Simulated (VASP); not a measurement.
# Mg: convergence, self-consistent run

Mg, I4/mmm (no. 139), 1 atom in the cell. RevPBE; PAW potentials Mg (PBE set). VASP 6.6.1.

Wanted: stress within 0.2 GPa.

What the run is for: stress; Accuracy asked: standard.

POSCAR:
```
Mg
1.0
   -1.7727644967      1.7727644967      1.7550368517
    1.7727644967     -1.7727644967      1.7550368517
    1.7727644967      1.7727644967     -1.7550368517
Mg
1
Direct
    0.0000000000      0.0000000000      0.0000000000
```

The series start from Plane-wave cutoff (eV): 260; Smearing width (eV): 0.1; k-point mesh: 14 × 14 × 14; Precision mode (PREC): Accurate; Electronic threshold (eV): 1e-6; Bands in all (NBANDS): 10; Aspherical gradient terms in the spheres (LASPH): yes; Electronic algorithm: ALGO=Normal; Delay and inner steps: defaults; Density mixing: defaults. Each series keeps the choices made before it, and each single choice may use up half of a tolerance.

## Plane-wave cutoff (eV)

| Plane-wave cutoff (eV) | Stress, largest deviation (GPa) | SCF iterations | Time (s) |
|---|---|---|---|
| 160 | 0.03 | 10 | 2.8 |
| 200 | 0.04 | 10 | 2.8 |
| 230 | 0.01 | 10 | 3.4 |
| 260 | 0.00 | 10 | 3.5 |
| 300 | 0.00 | 9 | 6.3 |
| 350 | 0.01 | 9 | 7.9 |
| 420 | 0.00 | 9 | 8.3 |
| 520 | 0.00 | 9 | 8.8 |
| 600 (reference) | 0.00 | 9 | 9.9 |

Chosen: 160, the loosest value from which every tighter one stays within half of the tolerance.

## Smearing width (eV)

| Smearing width (eV) | Stress, largest deviation (GPa) | SCF iterations | Time (s) |
|---|---|---|---|
| 0.4 | 0.03 | 10 | 2.9 |
| 0.3 | 0.04 | 10 | 2.9 |
| 0.2 | 0.06 | 10 | 3.2 |
| 0.15 | 0.04 | 10 | 3.1 |
| 0.1 | 0.01 | 10 | 2.8 |
| 0.05 (reference) | 0.00 | 10 | 3.1 |

Chosen: 0.4.

## k-point mesh

| k-point mesh | Stress, largest deviation (GPa) | SCF iterations | Time (s) |
|---|---|---|---|
| 5 × 5 × 5 | 0.27 | 10 | 1.1 |
| 6 × 6 × 6 | 0.49 | 10 | 1.2 |
| 8 × 8 × 8 | 0.29 | 10 | 1.4 |
| 9 × 9 × 9 | 0.16 | 10 | 1.5 |
| 12 × 12 × 12 | 0.06 | 10 | 2.3 |
| 14 × 14 × 14 | 0.03 | 10 | 2.9 |
| 17 × 17 × 17 | 0.04 | 10 | 4.4 |
| 21 × 21 × 21 (reference) | 0.00 | 10 | 7.0 |

Chosen: 12 × 12 × 12.

## Precision mode (PREC)

| Precision mode (PREC) | Stress, largest deviation (GPa) | SCF iterations | Time (s) |
|---|---|---|---|
| SingleN | 0.56 | 10 | 1.8 |
| Normal | 0.02 | 10 | 1.8 |
| Single | 0.04 | 10 | 2.2 |
| Accurate (reference) | 0.00 | 10 | 2.3 |

Chosen: Normal.

## Electronic threshold (eV)

| Electronic threshold (eV) | Stress, largest deviation (GPa) | SCF iterations | Time (s) |
|---|---|---|---|
| 0.001 | 0.02 | 8 | 1.5 |
| 0.0001 | 0.02 | 8 | 1.5 |
| 1e-5 | 0.00 | 9 | 1.6 |
| 1e-6 | 0.00 | 10 | 1.8 |
| 1e-7 | 0.00 | 10 | 1.9 |
| 1e-8 (reference) | 0.00 | 12 | 2.2 |

Chosen: 0.001.

## Bands in all (NBANDS)

| Bands in all (NBANDS) | Stress, largest deviation (GPa) | SCF iterations | Time (s) |
|---|---|---|---|
| 2 | 0.00 | 8 | 0.9 |
| 3 | 0.00 | 8 | 1.0 |
| 5 | 0.00 | 8 | 1.1 |
| 7 | 0.00 | 8 | 1.3 |
| 10 | 0.00 | 8 | 1.5 |
| 19 (reference) | 0.00 | 8 | 2.3 |

Chosen: 2.

## Aspherical gradient terms in the spheres (LASPH)

| Aspherical gradient terms in the spheres (LASPH) | Stress, largest deviation (GPa) | SCF iterations | Time (s) |
|---|---|---|---|
| yes | 0.00 | 8 | 0.9 |
| no | 0.00 | 8 | 0.6 |

Chosen: yes; no would be accurate enough too and is faster here.

## Electronic algorithm

| Electronic algorithm | Stress, largest deviation (GPa) | SCF iterations | Time (s) |
|---|---|---|---|
| ALGO=Normal | 0.00 | 8 | 0.9 |
| ALGO=Fast | 0.00 | 8 | 1.1 |
| ALGO=VeryFast | 0.00 | 15 | 1.0 |
| ALGO=All ISEARCH=1 | 0.03 | 7 | 1.0 |
| ALGO=All ISEARCH=0 | 0.03 | 7 | 1.0 |
| ALGO=Damped TIME=0.4 | 0.10 | 8 | 1.0 |
| ALGO=Damped TIME=0.1 | 0.07 | 7 | 0.9 |

Chosen: ALGO=Normal; no other choice that stays within half of the tolerance saves 30 % of the time.

## Delay and inner steps

| Delay and inner steps | Stress, largest deviation (GPa) | SCF iterations | Time (s) |
|---|---|---|---|
| defaults | 0.00 | 8 | 0.9 |
| NELMDL=-2 | 0.02 | 5 | 0.9 |
| NELMDL=-8 | 0.00 | 11 | 0.9 |
| NELMDL=-12 | 0.00 | 15 | 1.0 |
| NRMM=2 | 0.00 | 8 | 0.9 |
| NRMM=6 | 0.00 | 8 | 1.0 |
| WEIMIN=0.001 | 0.00 | 8 | 0.9 |

Chosen: defaults.

## Density mixing

| Density mixing | Stress, largest deviation (GPa) | SCF iterations | Time (s) |
|---|---|---|---|
| defaults | 0.00 | 8 | 0.9 |
| MAXMIX=-10 | 0.00 | 8 | 1.0 |
| AMIN=0.01 | 0.00 | 8 | 0.9 |
| MIXPRE=2 | 0.00 | 8 | 0.9 |
| WC=0 | 0.02 | 8 | 0.9 |
| AMIX=0.8 | 0.03 | 8 | 1.0 |
| AMIX=0.4 AMIN=0.6 IMIX=2 | 0.22 | 8 | 0.9 |

Chosen: defaults.

## All choices together

| Input | Stress, largest deviation (GPa) | Time (s) |
|---|---|---|
| the program's defaults (naive) | 0.63 | 0.5 |
| chosen settings | 0.05 | 0.9 |
| reference settings throughout | 0.00 | 67 |

The tolerance is met.

Values of the reference run: Stress: 2.323, 0, 0, 0, 2.323, 0, 0, 0, 2.16 GPa.

## The input

INCAR:
```
ALGO = Normal
EDIFF = 0.001
ENCUT = 160
GGA = RE
GGA_COMPAT = False
ISIF = 2
ISMEAR = 1
LASPH = True
LCHARG = False
LREAL = False
LWAVE = False
NBANDS = 2
NELM = 120
PREC = Normal
SIGMA = 0.4
```

KPOINTS:
```
Automatic mesh
0
Gamma
  12 12 12
  0 0 0
```

Commands:
```
cat potpaw_PBE.64/Mg/POTCAR > POTCAR
mpirun -np 1 vasp_std > vasp.out
```

The chosen input took VASP 6.6.1 0.9 s on 1 core (Intel Xeon 6975P-C (Granite Rapids)), a shared host.

## An input that fails: damping step far too long

The electronic loop stops at its limit of 90 steps.

Changes against the starting input:
```
- ALGO = Normal
- NELM = 120
+ ALGO = Damped
+ NELM = 90
+ TIME = 4.0
```
